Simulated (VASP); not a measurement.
Wanted: the native input for a VASP 6.6.1 run.

```yaml
Task: single point
Functional: r2SCAN
Potentials_or_basis: VASP PAW PBE potentials, release 64 (Ga_d, As)
Cutoff: 520 eV
k_mesh: 7 × 7 × 7
Occupations: fermi-dirac, width 0.02 eV
Spin: no spin polarisation
Further_INCAR_settings: ALGO = Normal; EDIFF = 1e-06; NBANDS = 16
```

The structure of GaAs lies in POSCAR:

```
GaAs
1.0
    0.0000000000      2.8268500000      2.8268500000
    2.8268500000      0.0000000000      2.8268500000
    2.8268500000      2.8268500000      0.0000000000
Ga As
1 1
Direct
    0.0000000000      0.0000000000      0.0000000000
    0.2500000000      0.2500000000      0.2500000000
```

The input as run:

INCAR

```
PREC     = Accurate       # precision mode
ENCUT    = 520            # plane-wave cutoff, eV
EDIFF    = 1E-6           # SCF threshold, eV
ISMEAR   = -1             # smearing method
SIGMA    = 0.02           # smearing width, eV
LREAL    = False          # projectors in reciprocal space
LASPH    = True           # aspherical terms in the spheres
NELM     = 100            # most SCF steps
ALGO     = Normal         # electronic algorithm
ISIF     = 2              # what is computed and relaxed
LWAVE    = False          # write WAVECAR
LCHARG   = True           # write CHGCAR
METAGGA  = R2SCAN         # meta-GGA
LMIXTAU  = True         
LVHAR    = True         
NBANDS   = 16             # bands
KPAR     = 4
```

KPOINTS

```
regular mesh
0
Gamma
  7 7 7
```

Potentials or basis: VASP PAW PBE potentials, release 64 (Ga_d, As).

The run is started by

```sh
$ cat potpaw_PBE.64/Ga_d/POTCAR potpaw_PBE.64/As/POTCAR > POTCAR
$ mpirun -np 4 vasp_std > vasp.out
```

Results of the run:

- Pressure: 0.6 GPa
- Band gap on the k mesh: 1.00 eV, direct

Caveat: the PAW data sets were made with another functional, which shifts forces and pressure a little; an odd mesh through Γ misses points on the zone boundary, where band edges often lie.

Wall time 26 s on 4 MPI ranks on Intel(R) Xeon(R) Platinum 8488C (Sapphire Rapids) (shared host), peak memory 0.17 GiB a rank.
